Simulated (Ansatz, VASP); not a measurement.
## SnSe2: VASP beside Ansatz

One calculation is typed for both programs; each brings its own data sets. How far apart do they land? The cell is taken from a series of runs on this material, whose earlier steps may have relaxed, scaled, displaced or heated it; both programs get it as it stands.

Main program and level: Ansatz 0.2.0; plane waves, with VASP 6.6.1 beside it; G0W0 gap at PBE.

## (1) The structure

The cell holds 3 atoms: 2 Se and 1 Sn. Cell: a = 3.827 Å, b = 3.827 Å, c = 29.600 Å, α = 90.0°, β = 90.0°, γ = 120.0°. It derives from SnSe2. Vacuum lies along c.

## (2) VASP: G0W0 gap, PBE

Quasiparticle shifts depend on high empty states and on the cores, so they are the hardest test of two PAW sets.

Lines of VASP's logs that name or quote its potential files are left out, and so is its time.

The run reads the wave functions of an earlier VASP run, which isn't shown here.

INCAR

```
SYSTEM = SnSe2
PREC = Accurate
ENCUT = 300
ISMEAR = 0
SIGMA = 0.01
LREAL = .FALSE.
GGA = PE
NBANDS = 200
ALGO = EVGW0
NELMGW = 1
ENCUTGW = 36
NOMEGA = 64
PRECFOCK = Fast
NBANDSGW = 24
LWAVE = .FALSE.
LCHARG = .FALSE.
```

POSCAR

```
SnSe2
1.0
    3.8274010816      0.0000000000      0.0000000000
   -1.9137005408      3.3146265671      0.0000000000
    0.0000000000      0.0000000000     29.6000000000
Se Sn
2 1
Direct
    0.3333333333      0.6666666667      0.4459770115
    0.6666666667      0.3333333333      0.5540229885
    0.0000000000      0.0000000000      0.5000000000
```

KPOINTS

```
Automatic mesh
0
Gamma
6 6 1
0 0 0
```

Potentials, in the order of the species: Se_GW and Sn_d_GW (PBE family, release 64).

On the command line:

```console
> mpirun -np 8 vasp_std
```

Numbers of over 12 decimals in the logs are rounded to 6 here.

The program printed:

```text
[banner, memory and clock lines left out]
running    8 mpi-ranks, on    1 nodes
 distrk:  each k-point on    8 cores,    1 groups
 distr:  one band on    1 cores,    8 groups

 POSCAR found type information on POSCAR SeSn
 POSCAR found :  2 types and       3 ions
|                                                                             |
|           W    W    AA    RRRRR   N    N  II  N    N   GGGG   !!!           |
|           W    W   A  A   R    R  NN   N  II  NN   N  G    G  !!!           |
|           W    W  A    A  R    R  N N  N  II  N N  N  G       !!!           |
|           W WW W  AAAAAA  RRRRR   N  N N  II  N  N N  G  GGG   !            |
|           WW  WW  A    A  R   R   N   NN  II  N   NN  G    G                |
|           W    W  A    A  R    R  N    N  II  N    N   GGGG   !!!           |
|                                                                             |
|     For optimal performance we recommend to set                             |
|       NCORE = 2 up to number-of-cores-per-socket                            |
|     NCORE specifies how many cores store one orbital (NPAR=cpu/NCORE).      |
|     This setting can greatly improve the performance of VASP for DFT.       |
|     The default, NCORE=1 might be grossly inefficient on modern             |
|     multi-core architectures or massively parallel machines. Do your        |
|     Unfortunately you need to use the default for GW and RPA                |
|     calculations (for HF NCORE is supported but not extensively tested      |
|     yet).                                                                   |
|                                                                             |

|                                                                             |
|           W    W    AA    RRRRR   N    N  II  N    N   GGGG   !!!           |
|           W    W   A  A   R    R  NN   N  II  NN   N  G    G  !!!           |
|           W    W  A    A  R    R  N N  N  II  N N  N  G       !!!           |
|           W WW W  AAAAAA  RRRRR   N  N N  II  N  N N  G  GGG   !            |
|           WW  WW  A    A  R   R   N   NN  II  N   NN  G    G                |
|           W    W  A    A  R    R  N    N  II  N    N   GGGG   !!!           |
|                                                                             |
|     The default for ENCUTGWSOFT is different in this version of VASP.       |
|     please manually set ENCUTGWSOFT =36 in the INCAR file.                  |
|                                                                             |

 LDA part: xc-table for (Slater+PW92), standard interpolation
 found WAVECAR, reading the header
 POSCAR, INCAR and KPOINTS ok, starting setup
 FFT: planning ... GRIDC
 FFT: planning ... GRID_SOFT
 FFT: planning ... GRID
 reading WAVECAR
 the WAVECAR file was read successfully
 initial charge from wavefunction
 available memory per node:     35.45 GB, setting MAXMEM to     36299

 The Fermi energy was updated, please check that it is located mid-gap
 values below the HOMO (VB) or above the LUMO (CB) will cause erroneous energies
 E-fermi :  -3.6934

 calculate exact exchange contribution
 the WAVEDER file was read successfully
energies w=
    0.000    0.000    0.340    0.000    0.678    0.000    1.016    0.000
    1.351    0.000    1.683    0.000    2.012    0.000    2.338    0.000
    2.659    0.000    2.976    0.000    3.289    0.000    3.598    0.000
    3.902    0.000    4.202    0.000    4.499    0.000    4.792    0.000
    5.082    0.000    5.369    0.000    5.654    0.000    5.937    0.000
    6.220    0.000    6.501    0.000    6.783    0.000    7.065    0.000
    7.348    0.000    7.634    0.000    7.922    0.000    8.214    0.000
    8.510    0.000    8.811    0.000    9.119    0.000    9.434    0.000
    9.758    0.000   10.092    0.000   10.436    0.000   10.794    0.000
   11.167    0.000   11.556    0.000   11.965    0.000   12.395    0.000
   12.850    0.000   13.334    0.000   13.850    0.000   14.403    0.000
   14.999    0.000   15.645    0.000   16.349    0.000   17.121    0.000
   17.973    0.000   18.920    0.000   19.980    0.000   21.178    0.000
   22.544    0.000   24.118    0.000   25.952    0.000   28.120    0.000
   30.721    0.000   33.900    0.000   37.875    0.000   42.981    0.000
   49.776    0.000   59.253    0.000   73.364    0.000   96.554    0.000
 responsefunction array rank=     200
 LDA part: xc-table for (Slater+PW92), standard interpolation

 min. memory requirement per mpi rank    275.8 MB, per node   2206.3 MB

 allocating   8 responsefunctions rank=   200
 shmem allocating  64 responsefunctions rank=   200
 response function shared by NCSHMEM nodes    1
 Doing            8  frequencies on each core in blocks of           64
NQ=   1    0.0000    0.0000    0.0000,
|.........|.........|.........|.........|.........|.........|.........|.........
 performed        242000 updates of chi_q(r,r)
 total number of BLAS operations         54.04 Gflops
NQ=   2    0.1667    0.0000    0.0000,
|.........|.........|.........|.........|.........|.........|.........|.........
 performed        705000 updates of chi_q(r,r)
 total number of BLAS operations        164.91 Gflops
NQ=   3    0.3333   -0.0000    0.0000,
|.........|.........|.........|.........|.........|.........|.........|.........
 performed       1168000 updates of chi_q(r,r)
 total number of BLAS operations        294.44 Gflops
NQ=   4    0.5000    0.0000    0.0000,
|.........|.........|.........|.........|.........|.........|.........|.........
 performed       1506000 updates of chi_q(r,r)
 total number of BLAS operations        396.28 Gflops
NQ=   5    0.1667    0.1667    0.0000,
|.........|.........|.........|.........|.........|.........|.........|.........
 performed       1969000 updates of chi_q(r,r)
 total number of BLAS operations        518.98 Gflops
NQ=   6    0.3333    0.1667    0.0000,
|.........|.........|.........|.........|.........|.........|.........|.........
 performed       2489000 updates of chi_q(r,r)
 total number of BLAS operations        659.99 Gflops
NQ=   7    0.3333    0.3333    0.0000,
|.........|.........|.........|.........|.........|.........|.........|.........
 performed       2779000 updates of chi_q(r,r)
 total number of BLAS operations        751.02 Gflops
 resolving degeneracies of screened two electron integrals

 calculate QP shifts <psi_nk| G(iteration)W_0 |psi_nk>: iteration 1
 entering main loop
```

Parts of OUTCAR (step 2):

```text
ion  position               nearest neighbor table
   1  0.333  0.667  0.446-   3 2.73   3 2.73   3 2.73
   2  0.667  0.333  0.554-   3 2.73   3 2.73   3 2.73
   3  0.000  0.000  0.500-   1 2.73   2 2.73   1 2.73   2 2.73   2 2.73   1 2.73

  LATTYP: Found a hexagonal cell.
 ALAT       =     3.8274010816
 C/A-ratio  =     7.7337073824

 Subroutine GETGRP returns: Found 12 space group operations
 (whereof 12 operations were pure point group operations)

The static configuration has the point symmetry D_3d.

 Found      7 irreducible k-points:

   k-points           NKPTS =      7   k-points in BZ     NKDIM =     36   number of bands    NBANDS=    200

   dimension x,y,z NGX =    24 NGY =   24 NGZ =  168
   dimension x,y,z NGXF=    48 NGYF=   48 NGZF=  336

   ENCUT  =  300.0 eV  22.05 Ry    4.70 a.u.   5.41  5.41 41.80*2*pi/ulx,y,z

   NELECT =      26.0000    total number of electrons

  energy-cutoff  :      300.00
  volume of cell :      375.52
      direct lattice vectors                 reciprocal lattice vectors
     3.827401082  0.000000000  0.000000000     0.261273898  0.150846555  0.000000000
    -1.913700541  3.314626567  0.000000000     0.000000000  0.301693111  0.000000000
     0.000000000  0.000000000 29.600000000     0.000000000  0.000000000  0.033783784

 k-points in reciprocal lattice and weights: Automatic mesh
   0.00000000  0.00000000  0.00000000       0.028
   0.16666667  0.00000000  0.00000000       0.167
   0.33333333 -0.00000000  0.00000000       0.167
   0.50000000  0.00000000  0.00000000       0.083
   0.16666667  0.16666667  0.00000000       0.167
   0.33333333  0.16666667  0.00000000       0.333
   0.33333333  0.33333333  0.00000000       0.056

 E-fermi :  -3.6934

 QP shifts <psi_nk| G(iteration)W_0 |psi_nk>: iteration 1
 for sc-GW calculations column KS-energies equals QP-energies in previous step
 and V_xc(KS)=  KS-energies - (<T + V_ion + V_H > + <T+V_H+V_ion>^1  + <V_x>^1)
 k-point   1 :       0.0000    0.0000    0.0000
  band No.  KS-energies  QP-energies   sigma(KS)   V_xc(KS)     V^pw_x(r,r')   Z            occupation Imag(sigma)
    ...
     10      -4.5333      -4.7770     -12.4772     -12.1518     -14.3846       0.7489       2.0000       0.0719
     11      -4.5333      -4.7770     -12.4772     -12.1518     -14.3846       0.7489       2.0000       0.0719
     12      -4.1425      -4.3698     -12.5382     -12.2342     -14.2232       0.7475       2.0000       0.0647
     13      -4.1425      -4.3698     -12.5382     -12.2342     -14.2232       0.7475       2.0000       0.0647
     14      -2.4938      -1.4942      -9.6538     -10.9320      -7.6491       0.7820       0.0000      -0.0510
     15      -0.9708      -0.0535      -8.7594      -9.9156      -5.8032       0.7933       0.0000      -0.0705
     16       0.5393       1.6921      -9.3741     -10.8584      -6.1528       0.7767       0.0000      -0.1341
     17       0.5393       1.6921      -9.3741     -10.8584      -6.1528       0.7767       0.0000      -0.1341
    ...

 k-point   2 :       0.1667    0.0000    0.0000
  band No.  KS-energies  QP-energies   sigma(KS)   V_xc(KS)     V^pw_x(r,r')   Z            occupation Imag(sigma)
    ...
     10      -5.3311      -5.6653     -11.9852     -11.5281     -14.0453       0.7313       2.0000       0.1084
     11      -5.1916      -5.4803     -12.2376     -11.8471     -14.2704       0.7393       2.0000       0.0963
     12      -5.0435      -5.4599     -11.7139     -11.1426     -13.8217       0.7288       2.0000       0.0991
     13      -4.0817      -4.3136     -12.5410     -12.2318     -14.2462       0.7500       2.0000       0.0632
     14      -1.8416      -0.7130     -10.3487     -11.8308      -8.2101       0.7614       0.0000      -0.0708
     15      -0.2266       0.6877      -8.3816      -9.5388      -5.4337       0.7901       0.0000      -0.0893
     16       0.8534       1.8598      -8.6931      -9.9894      -5.6131       0.7763       0.0000      -0.1318
     17       1.0770       2.2746      -9.5621     -11.1338      -6.2218       0.7620       0.0000      -0.1591
    ...

 k-point   3 :       0.3333   -0.0000    0.0000
  band No.  KS-energies  QP-energies   sigma(KS)   V_xc(KS)     V^pw_x(r,r')   Z            occupation Imag(sigma)
    ...
     10      -6.3392      -6.7588     -11.6507     -11.0690     -14.1730       0.7213       2.0000       0.1970
     11      -5.9698      -6.2958     -12.0285     -11.5831     -14.2931       0.7320       2.0000       0.1448
     12      -4.8325      -5.2202     -12.0005     -11.4697     -14.1097       0.7304       2.0000       0.0913
     13      -4.2919      -4.5637     -12.4415     -12.0766     -14.2207       0.7448       2.0000       0.0700
     14      -2.7861      -1.7898      -9.7543     -11.0495      -7.6667       0.7692       0.0000      -0.0540
     15       0.0838       1.0043      -8.5295      -9.7031      -5.5172       0.7844       0.0000      -0.0965
     16       1.2944       2.0683      -7.5935      -8.5874      -4.4308       0.7786       0.0000      -0.1286
     17       1.6133       2.8130      -9.5826     -11.1842      -6.1215       0.7491       0.0000      -0.1879
    ...

 k-point   4 :       0.5000    0.0000    0.0000
  band No.  KS-energies  QP-energies   sigma(KS)   V_xc(KS)     V^pw_x(r,r')   Z            occupation Imag(sigma)
    ...
     10      -6.3984      -6.7895     -11.7459     -11.2034     -14.2858       0.7207       2.0000       0.1987
     11      -6.2713      -6.6118     -11.9608     -11.4965     -14.3168       0.7332       2.0000       0.1705
     12      -4.8198      -5.2041     -11.9956     -11.4699     -14.0353       0.7310       2.0000       0.0903
     13      -4.4147      -4.7037     -12.3985     -12.0090     -14.2209       0.7420       2.0000       0.0745
     14      -3.3050      -2.3717      -9.6531     -10.8650      -7.7507       0.7701       0.0000      -0.0452
     15      -0.0032       0.8965      -8.5909      -9.7361      -5.5527       0.7856       0.0000      -0.0938
     16       1.2658       2.1297      -7.9689      -9.0888      -4.8549       0.7714       0.0000      -0.1383
     17       1.5440       2.1775      -7.6196      -8.4294      -4.2744       0.7823       0.0000      -0.0996
    ...

[... 3 further parts left out ...]
```

(Part 1 of 2 ends here.)

[Lines on the potential files, build, host, timing and source positions are cut from VASP's logs without a mark.]

[Logs are printed without paths, hosts, clocks, repeated set-up lines and the standing remarks that a program may print on its own settings, such as how far it seeks lower states.]

[Hosts, paths, dates, database ids (printed as entryN), source tags and the programs' standing remarks are cut or masked in the printed files.]
